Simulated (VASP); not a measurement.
Write the native input for VASP 6.6.1 that does the following.

```
Task                               : optical spectrum
Functional                         : HF
Dispersion                         : D4
Potentials or basis                : VASP PAW PBE potentials, release 64 (H)
Cutoff                             : 520 eV
k mesh                             : 5 × 5 × 13
Occupations                        : gaussian, width 0.05 eV
Spin                               : no spin polarisation
Grid for exact exchange (PRECFOCK) : Fast
Exchange at q = 0                  : truncated
Further INCAR settings             : ALGO = Normal; EDIFF = 1e-06; NBANDS = 48
```

Crystal: H.

```
H
1.0
     2.85424    0.00000    0.00000
     0.00000    2.85424    0.00000
     0.00000    0.00000    1.05620
H
1
Direct
  0.00000 0.00000 0.50000
```

The cell isn't the ideal one: volume scaled by 1.25.

These files were run (other wordings do the same):

POSCAR

```
H
1.0
    2.8542368076      0.0000000000      0.0000000000
    0.0000000000      2.8542368076      0.0000000000
    0.0000000000      0.0000000000      1.0562039801
H
1
Direct
    0.0000000000      0.0000000000      0.5000000000
```

INCAR.step1

```
SYSTEM = H
ALGO = Normal
EDIFF = 1E-5
ENCUT = 520
GGA = PE
ISIF = 2
ISMEAR = 0
LASPH = .True.
LCHARG = .False.
LREAL = .False.
LWAVE = .True.
NBANDS = 48
NELM = 80
PREC = Accurate
SIGMA = 0.05
```

INCAR.step2

```
SYSTEM = H
AEXX = 1.0
AGGAC = 0.0
ALDAC = 0.0
ALGO = Normal
CSHIFT = 0.1
EDIFF = 1E-6
ENCUT = 520
GGA = PE
HFRCUT = -1
ISIF = 2
ISMEAR = 0
ISTART = 1
IVDW = 13
LASPH = .True.
LCHARG = .False.
LHFCALC = .True.
LOPTICS = .True.
LREAL = .False.
LWAVE = .False.
NBANDS = 48
NEDOS = 1000
NELM = 80
PREC = Accurate
PRECFOCK = Fast
SIGMA = 0.05
```

KPOINTS

```
k-points
0
Gamma
  5 5 13
  0 0 0
```

Potentials or basis: VASP PAW PBE potentials, release 64 (H).

The run is started by

```sh
$ cat potpaw_PBE.64/H/POTCAR > POTCAR
$ cp INCAR.step1 INCAR
$ mpirun -np 1 vasp_std > vasp.out
$ cp INCAR.step2 INCAR
$ mpirun -np 1 vasp_std > vasp.out
```

It gave:

- Pressure: -9.6 GPa
- Band gap on the k mesh: none (metal or under the smearing width)
- Dispersion energy per atom: -0.129 eV

Caveat: the k mesh is coarse (spacing up to 0.46 Å⁻¹), so the values aren't converged, least of all with exact exchange; spectra need much finer meshes, so this one isn't converged; these spectra lack excitons; the intraband (Drude) part of a metal's response may be missing; the PAW data sets were made with another functional, which shifts forces and pressure a little; pairwise dispersion overbinds metals, which lowers pressure and volume.

Wall time 4 min on 1 thread of Intel(R) Xeon(R) Platinum 8259CL CPU @ 2.50GHz (Skylake/Cascade Lake) (shared host), peak memory 0.13 GiB.
